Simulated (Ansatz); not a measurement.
# Does the structure type survive?

Theory: DFT PBEsol, scalar-relativistic, plane waves, PAW (Ansatz). All cells share a 420 eV cutoff and Γ-centred k meshes spaced at most 0.3 Å⁻¹ (0.19 for metals, 2π included).

Each formula is placed on the named type at a guessed volume, then cell and atoms relax at zero pressure without lowering the symmetry. Keeping the type says nothing about stability against other structures or lower symmetry. Neighbours of an atom are counted within 25 % of the shortest distance of their pair. The atoms listed around a site end at a clear gap in distance instead, so their number can differ.

Does In keep the trigonal selenium type (P3_121, No. 152)?

No, it turns into the bcc structure, Im-3m (No. 229), a = 3.722 Å. Around In lie 8 In at 3.22 Å and 6 In at 3.72 Å.

Does In keep the black phosphorus type (Cmce, No. 64)?

No, it ends in Fmmm (No. 69) with a = 3.271 Å, b = 5.487 Å, c = 11.609 Å. In is coordinated by 9 In at 3.02–3.27 Å (next In at 3.91 Å).

In on the beta-tin type (I4_1/amd, No. 141): does the type hold?

Yes: a = 5.869 Å, c = 3.091 Å. Around In lie 6 In at 3.03–3.09 Å.

Does In keep the alpha-gallium type (Cmce, No. 64)?

Yes: a = 5.112 Å, b = 8.676 Å, c = 5.098 Å. In is coordinated by 1 In at 2.84 Å and 6 In at 3.02–3.14 Å.